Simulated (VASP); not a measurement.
# HfB (Fm-3m) in VASP: further runs

The runs below take HfB through relaxation of cell and atoms, with BLYP+D4, LDA.

Everything below comes from runs of VASP 6.6.1. Logs are shortened: lines on timing, memory, paths and dates and some standing lists are left out, and cuts for length are marked.

## 1. The structure

The structure is cubic, space group Fm-3m (No. 225). Conventional cell: a = 4.620 Å, b = 4.620 Å, c = 4.620 Å, α = 90.00°, β = 90.00°, γ = 90.00°. Around Hf (site symmetry m-3m) lie 6 B at 2.31 Å. B (site symmetry m-3m) is surrounded by 6 Hf at 2.31 Å.

## 2. Relaxation of cell and atoms, BLYP+D4

The input, INCAR:

```
PREC = Accurate
ENCUT = 600
EDIFF = 1E-6
ISMEAR = -1
SIGMA = 0.05
LREAL = F
LASPH = T
NELM = 100
ALGO = Normal
ISIF = 3
LWAVE = F
LCHARG = F
GGA = B5
ALDAX = 1.0
AGGAX = 1.0
AGGAC = 1.0
ALDAC = 0.0
IVDW = 13
VDW_S6 = 1.0
VDW_S8 = 2.34076671
VDW_A1 = 0.44488865
VDW_A2 = 4.0933009
IBRION = 2
NSW = 40
EDIFFG = -0.01
```

The input, KPOINTS:

```
regular mesh
0
Gamma
  10 10 10
```

The input, POSCAR:

```
HfB
1.0
    0.0000000000      2.3100000000      2.3100000000
    2.3100000000      0.0000000000      2.3100000000
    2.3100000000      2.3100000000      0.0000000000
Hf B
1 1
Direct
    0.5000000000      0.5000000000      0.5000000000
    0.0000000000      0.0000000000      0.0000000000
```

Potentials or basis: VASP PAW PBE potentials, release 64 (Hf_pv, B).

Command:

```
> cat potpaw_PBE.64/Hf_pv/POTCAR potpaw_PBE.64/B/POTCAR > POTCAR
> mpirun -np 1 vasp_std > vasp.out
```

OUTCAR:

```text
PREC = Accurate
   ENCUT = 600
   EDIFF = 1E-6
   ISMEAR = -1
   LREAL = F
   LASPH = T
   NELM = 100
   ISIF = 3
   GGA = B5
   IVDW = 13
   IBRION = 2
   NSW = 40
   EDIFFG = -0.01

 ion  position               nearest neighbor table
   1  0.500  0.500  0.500-   2 2.31   2 2.31   2 2.31   2 2.31   2 2.31   2 2.31
   2  0.000  0.000  0.000-   1 2.31   1 2.31   1 2.31   1 2.31   1 2.31   1 2.31

  LATTYP: Found a face centered cubic cell.
 ALAT       =     4.6200000000

  Lattice vectors:

 A1 = (   0.0000000000,   2.3100000000,   2.3100000000)
 A2 = (   2.3100000000,   0.0000000000,   2.3100000000)
 A3 = (   2.3100000000,   2.3100000000,   0.0000000000)

Analysis of symmetry for initial positions (statically):
=====================================================================
 Subroutine PRICEL returns:
 Original cell was already a primitive cell.

 Routine SETGRP: Setting up the symmetry group for a
 face centered cubic supercell.

 Subroutine GETGRP returns: Found 48 space group operations
 (whereof 48 operations were pure point group operations)
 out of a pool of 48 trial point group operations.

The static configuration has the point symmetry O_h .

Analysis of symmetry for dynamics (positions and initial velocities):
=====================================================================
 Subroutine PRICEL returns:
 Original cell was already a primitive cell.

 Routine SETGRP: Setting up the symmetry group for a
 face centered cubic supercell.

 Subroutine GETGRP returns: Found 48 space group operations
 (whereof 48 operations were pure point group operations)
 out of a pool of 48 trial point group operations.

The dynamic configuration has the point symmetry O_h .

 Subroutine INISYM returns: Found 48 space group operations
 (whereof 48 operations are pure point group operations),
 and found     1 'primitive' translations

----------------------------------------------------------------------------------------

                                     Primitive cell

  volume of cell :      24.6528

  direct lattice vectors                    reciprocal lattice vectors
     0.000000000  2.310000000  2.310000000    -0.216450216  0.216450216  0.216450216
     2.310000000  0.000000000  2.310000000     0.216450216 -0.216450216  0.216450216
     2.310000000  2.310000000  0.000000000     0.216450216  0.216450216 -0.216450216

  length of vectors
     3.266833329  3.266833329  3.266833329     0.374902772  0.374902772  0.374902772

  position of ions in fractional coordinates (direct lattice)
[... 72 lines left out ...]
   ICHARG =      2    charge: 1-file 2-atom 10-const
   ISPIN  =      1    spin polarized calculation?
   LNONCOLLINEAR =      F non collinear calculations
   LSORBIT =      F    spin-orbit coupling
   LASPH  =      T    aspherical Exc in radial PAW
   ENCUT  =  600.0 eV  44.10 Ry    6.64 a.u.   6.52  6.52  6.52*2*pi/ulx,y,z
   NELM   =    100;   NELMIN=  2; NELMDL= -5     # of ELM steps
   EDIFF  = 0.1E-05   stopping-criterion for ELM
   LREAL  =      F    real-space projection
   EDIFFG = -.1E-01   stopping-criterion for IOM
   NSW    =     40    number of steps for IOM
   IBRION =      2    ionic relax: 0-MD 1-quasi-New 2-CG
   NFREE  =      1    steps in history (QN), initial steepest desc. (CG)
   ISIF   =      3    stress and relaxation
   ISYM   =      2    0-nonsym 1-usesym 2-fastsym
   POTIM  = 0.5000    time-step for ionic-motion
   TEBEG  =    0.0;   TEEND  =   0.0 temperature during run
   PSTRESS=    0.0 pullay stress
   NELECT =      13.0000    total number of electrons
   NUPDOWN=      -1.0000    fix difference up-down
   EMIN   =  10.00;   EMAX   =-10.00  energy-range for DOS
   EFERMI =   0.00;   METHOD = LEGACY
   ISMEAR =    -1;   SIGMA  =   0.05  broadening in eV -4-tet -1-fermi 0-gaus
   EFERMI_NEDOS =   21; number of points for ismear=-14 and -15
   IALGO  =     38    algorithm
   IMIX   =      4    mixing-type and parameters
     AMIX     =   0.40;   BMIX     =  1.00
     AMIX_MAG =   1.60;   BMIX_MAG =  1.00
  volume/ion in A,a.u.               =      12.33        83.18
  Fermi-wavevector in a.u.,A,eV,Ry     =   1.322617  2.499383 23.800871  1.749315
  Thomas-Fermi vector in A             =   2.452285
   LORBIT       =      0    0 simple, 1 ext, 2 COOP (PROOUT), +10 PAW based schemes
   GGA     = B5    functional components
   LHFCALC =     F    Hartree Fock is set to
   AEXX    =    0.0000 exact exchange contribution
   IVDW    =    13    specifies the selected vdW correction
   LEPSILON=     F    determine dielectric tensor
   LRPA    =     F    only Hartree local field effects (RPA)
 conjugate gradient relaxation of ions
 non-spin polarized calculation
  energy-cutoff  :      600.00
  volume of cell :       24.65
 maximum number of plane-waves:       869
 NGX is ok and might be reduce to    28
   NGX = 13   NGY = 13   NGZ = 13

--------------------------------------- Ionic step        1  -------------------------------------------

 number of electron      13.0000000 magnetization

 Free energy of the ion-electron system (eV)
  ---------------------------------------------------
  ext. energy  EPLUGINS =         0.00000000
  ---------------------------------------------------
  free energy    TOTEN  =       -15.06183333 eV

  energy without entropy =      -15.05021129  energy(sigma->0) =      -15.05602231

------------------------ aborting loop because EDIFF is reached ----------------------------------------

  DFT-D4 for vdW energy calculation

  Edisp (eV):   -1.19016
[... 111 lines left out ...]
--------------------------------------- Ionic step        4  -------------------------------------------

 number of electron      13.0000001 magnetization

 Free energy of the ion-electron system (eV)
  ---------------------------------------------------
  ext. energy  EPLUGINS =         0.00000000
  ---------------------------------------------------
  free energy    TOTEN  =       -15.51564336 eV

  energy without entropy =      -15.50257541  energy(sigma->0) =      -15.50910938

 E-fermi :   4.7960     XC(G=0): -11.0399

 val. band max:        4.7950837462   @ k =   0.3000   0.2000   0.0000
 cond. band min:       4.8344528300   @ k =  -0.2000   0.1000   0.0000
 fundamental gap:      0.0393690839
 Fermi energy:         4.7959945692

 k-point     1 :       0.0000    0.0000    0.0000
  band No.  band energies     occupation
      1     -24.1813      2.00000
      2     -24.1813      2.00000
      3     -24.1813      2.00000
      4      -4.1837      2.00000
      5       6.8505      0.00000
      6       6.8505      0.00000
      7       6.8506      0.00000
      8       8.3232      0.00000
      9       8.3232      0.00000
     10       8.3232      0.00000
[... 287 lines left out ...]
 k-point    24 :       0.4000    0.3000    0.0000
  band No.  band energies     occupation
      1     -24.5105      2.00000
      2     -24.3168      2.00000
      3     -24.3033      2.00000
      4      -1.5886      2.00000
      5       2.7799      2.00000
      6       4.3134      1.99987
      7       5.9355      0.00000
      8       6.6864      0.00000
      9      10.2078      0.00000
     10      11.5347      0.00000

 [... further k-points ...]

------------------------ aborting loop because EDIFF is reached ----------------------------------------

  DFT-D4 for vdW energy calculation

  Edisp (eV):   -1.01604
[... 25 lines left out ...]
  FREE ENERGIE OF THE ION-ELECTRON SYSTEM (eV)
  ---------------------------------------------------
  free  energy   TOTEN  =       -16.5316868365 eV

  energy  without entropy=      -16.5186188876  energy(sigma->0) =      -16.52515286

 reached required accuracy - stopping structural energy minimisation
```

OSZICAR:

```text
N       E                     dE             d eps       ncg     rms          rms(c)
DAV:   1     0.194367841775E+02    0.19437E+02   -0.82666E+03   940   0.137E+03
DAV:   2    -0.160527858260E+02   -0.35490E+02   -0.34084E+02  1200   0.209E+02
DAV:   3    -0.170495577979E+02   -0.99677E+00   -0.97516E+00  1232   0.250E+01
[... 35 lines left out ...]
DAV:   2    -0.155158294306E+02    0.61316E-03   -0.10048E-03   940   0.325E-01    0.175E-01
DAV:   3    -0.155156485102E+02    0.18092E-03   -0.53825E-04  1016   0.210E-01    0.148E-01
DAV:   4    -0.155156467655E+02    0.17447E-05   -0.62326E-06  1062   0.285E-02    0.131E-01
DAV:   5    -0.155156435863E+02    0.31792E-05   -0.23579E-05  1066   0.232E-02    0.225E-02
DAV:   6    -0.155156433557E+02    0.23058E-06   -0.16363E-06   868   0.744E-03
   4 F= -.16531687E+02 E0= -.16525153E+02  d E =-.279696E+00
```

CONTCAR:

```text
HfB
   1.00000000000000
     0.0000000000000000    2.4136487112225860    2.4136487112225860
     2.4136487112225860    0.0000000000000000    2.4136487112225860
     2.4136487112225860    2.4136487112225860    0.0000000000000000
  Hf              B
     1     1
Direct
     0.5000000000000000    0.5000000000000000    0.5000000000000000
     0.0000000000000000    0.0000000000000000    0.0000000000000000

  0.00000000E+00  0.00000000E+00  0.00000000E+00
  0.00000000E+00  0.00000000E+00  0.00000000E+00
```

Run time: 91 s. Hardware: 1 thread of Intel Xeon Platinum 8559C (Emerald Rapids), shared host; peak memory 0.17 GiB.

What came out:

```yaml
Free_energy: -16.5317 eV
Relaxed_volume: 14.06 Å³/atom
Relaxed_cell: a = 3.413 Å, b = 3.413 Å, c = 3.413 Å, α = 60.00°, β = 60.00°, γ = 60.00°
Space_group_after_relaxing_to_0.05_Å: Fm-3m (No. 225)
Energy_gained_by_relaxing: 139.8 meV/atom
Ionic_steps: 4
Pressure_after_relaxing: -0.1 GPa
Band_gap_on_the_k_mesh: none (metal or under the smearing width)
Dispersion_energy_per_atom: -0.508 eV
```

The path:
```tsv
step	energy change (eV)	largest force (eV/Å)	pressure (GPa)	volume (Å³)
1	0.0000	0.0000	28.89	24.65
2	0.1306	0.0000	-21.23	33.47
3	-0.2793	0.0000	-0.84	28.24
4	-0.2797	0.0000	-0.10	28.12
```

Final structure:
```xyz
2
Lattice="0.0000 2.4136 2.4136 2.4136 0.0000 2.4136 2.4136 2.4136 0.0000" Properties=species:S:1:pos:R:3 pbc="T T T"
Hf    2.4136    2.4136    2.4136
B     0.0000    0.0000    0.0000
```

Caveat: the PAW data sets were made with another functional, which shifts forces and pressure a little; pairwise dispersion overbinds metals, which lowers pressure and volume. Zero-point motion and thermal expansion aren't in these numbers.

## 3. Relaxation of cell and atoms, LDA, target pressure 2 GPa, at which the enthalpy is minimised

The input, INCAR:

```
ALGO = Fast
EDIFF = 1E-6
EDIFFG = -0.01
ENCUT = 600
GGA = CA
IBRION = 2
ISIF = 3
ISMEAR = -1
LASPH = T
LCHARG = F
LREAL = F
LWAVE = F
NELM = 80
NSW = 60
PREC = Accurate
PSTRESS = 20
SIGMA = 0.05
```

The input, KPOINTS:

```
k-points
0
Gamma
  10 10 10
```

POSCAR is that of step 2.

Potentials or basis: VASP PAW LDA potentials, release 64 (Hf_pv, B).

Command:

```
> cat potpaw_LDA.64/Hf_pv/POTCAR potpaw_LDA.64/B/POTCAR > POTCAR
> mpirun -np 1 vasp_std > vasp.out
```

Run time: 31 s. Hardware: 1 thread of Intel Xeon Platinum 8488C (Sapphire Rapids), shared host; peak memory 0.16 GiB.

It converged, with:

| Property | Result |
| --- | --- |
| Free energy | -18.9998 eV |
| Relaxed volume | 13.32 Å³/atom |
| Relaxed cell | a = 3.352 Å, b = 3.352 Å, c = 3.352 Å, α = 60.00°, β = 60.00°, γ = 60.00° |
| Space group after relaxing (to 0.05 Å) | Fm-3m (No. 225) |
| Energy change on relaxing (the enthalpy is what falls) | -63.8 meV/atom |
| Ionic steps | 4 |
| Pressure after relaxing | 1.9 GPa |
| Band gap on the k mesh | none (metal or under the smearing width) |

The path:
```tsv
step	energy change (eV)	largest force (eV/Å)	pressure (GPa)	volume (Å³)
1	0.0000	0.0000	19.72	24.65
2	0.0312	0.0000	-16.13	29.84
3	-0.1281	0.0000	1.58	26.69
4	-0.1275	0.0000	1.93	26.64
```

Final structure:
```xyz
2
Lattice="0.0000 2.3705 2.3705 2.3705 0.0000 2.3705 2.3705 2.3705 0.0000" Properties=species:S:1:pos:R:3 pbc="T T T"
Hf    2.3705    2.3705    2.3705
B     0.0000    0.0000    0.0000
```

Levels at points of the mesh, in eV from the Fermi level:
```csv
k point,band 5,band 6,band 7,band 8,band 9,band 10
"(0.00, 0.00, 0.00)",2.06,2.06,2.06,3.77,3.77,3.77
"(0.50, 0.00, 0.00)",-4.10,-1.23,-1.23,5.93,5.93,6.86
"(0.50, 0.50, 0.00)",-0.99,-0.92,2.19,2.19,5.71,7.14
```

Caveat: the cell is relaxed towards a set pressure, so the enthalpy falls and the energy may rise.

## 4. The reference run

An earlier run on the cell as given: functional PBE; potentials or basis VASP PAW PBE potentials, release 64 (Hf_pv, B); cutoff 520 eV; k mesh 10 × 10 × 10; occupations fermi-dirac, width 0.05 eV; no spin polarisation.

* Pressure: 30.5 GPa
* Band gap on the k mesh: none (metal or under the smearing width)

## 5. Overview

| task | level | potentials or basis | cell | cutoff (eV) | target pressure | gap on the mesh (eV) | pressure (GPa) |
| --- | --- | --- | --- | --- | --- | --- | --- |
| relaxation of cell and atoms | BLYP+D4 | VASP PAW PBE potentials, release 64 (Hf_pv, B) | relaxed | 600 | - | none | -0.1 |
| relaxation of cell and atoms | LDA | VASP PAW LDA potentials, release 64 (Hf_pv, B) | relaxed to 2 GPa | 600 | 2 GPa | none | 1.9 |
| single point | PBE | VASP PAW PBE potentials, release 64 (Hf_pv, B) | as given | 520 | - | none | 30.5 |

Alike in all rows: no spin polarisation; k mesh 10 × 10 × 10; smearing fermi-dirac 0.05 eV.

Caveats: the PAW data sets were made with another functional, which shifts forces and pressure a little (some runs); pairwise dispersion overbinds metals, which lowers pressure and volume (some runs); the cell is relaxed towards a set pressure, so the enthalpy falls and the energy may rise (some runs); a pressure of tens of GPa on the cell as given is suspect, and the run, the potentials or the cell itself is likely at fault (some runs).

Total energies depend on the potentials used, so only differences within one code and one set of settings carry meaning.
